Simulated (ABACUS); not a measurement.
Ga:

```
CELL_PARAMETERS angstrom
-1.38440 1.38440 2.31122
1.38440 -1.38440 2.31122
1.38440 1.38440 -2.31122
ATOMIC_POSITIONS crystal
Ga 0.00000 0.00000 0.00000
```

This isn't the form of Ga at room conditions, which is orthorhombic.

* Program: ABACUS 3.10.1
* Task: single point
* Functional: PBE
* Potentials or basis: PseudoDojo NC SR 0.4.1 PBE standard
* Cutoff: 1102 eV
* Density cutoff: 4408 eV
* Basis: plane waves
* k mesh: 13 × 13 × 13
* Occupations: fermi-dirac, width 0.05 eV
* Spin: no spin polarisation

On this cell: pressure 3.6 GPa; band gap on the k mesh none (metal or under the smearing width).

The same run follows on a disturbed copy (cell strained at random at fixed volume):

```
Ga
1.0
    -1.34574    1.36748    2.27974
     1.38532   -1.38141    2.31180
     1.38426    1.41993   -2.28809
Ga
1
Direct
  0.00017 0.01188 0.01187
```

Question: What does the disturbed cell give?

Answer: The energy (extrapolated to zero smearing) moves by +0.2 meV/atom; pressure 3.8 GPa; band gap on the k mesh none (metal or under the smearing width).

Stress tensor (GPa, compression positive):
```
 4.09  0.16 -0.03
 0.16  3.91 -0.13
-0.03 -0.13  3.28
```
